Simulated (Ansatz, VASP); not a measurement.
## One calculation of MgSi, two programs

```
Si Mg
1.0
     2.96544    0.00000    0.00000
     0.00000    2.96544    0.00000
     0.00000    0.00000    4.18391
Si Mg
1 1
Direct
  0.50000 0.50000 0.50000
  0.00000 0.00000 0.00000
```

Change from the starting cell: volume scaled by 1.06.

Alike in both runs: task single point; functional PBEsol; k mesh 9 × 9 × 7; occupations fermi-dirac, width 0.05 eV; no spin polarisation.

|  | VASP | Ansatz |
| --- | --- | --- |
| version | VASP 6.6.1 | Ansatz 0.2.0 |
| potentials or method | VASP PAW PBE potentials, release 64 (Si, Mg) | Ansatz PAW |
| plane-wave cutoff (eV) | 520 | 420 |
| valence electrons in the cell | 6 | 14 |

|  | VASP | Ansatz | Ansatz less VASP |
| --- | --- | --- | --- |
| gap on the k mesh at the Fermi level (eV) | none | none | - |
| pressure (GPa) | -4.6 | -4.6 | +0.05 |
| largest component of the traceless stress (GPa) | 4.00 | 3.97 | -0.030 |

A gap of «none» marks a metal or a gap that the smearing closes. The two sets of potentials don't hold the same shells in valence.

Caveats: the PAW data sets were made with another functional, which shifts forces and pressure a little (VASP); the PAW data sets come from PBE, with cores solved anew for the run's functional, which leaves a small shift of forces and pressure (Ansatz).
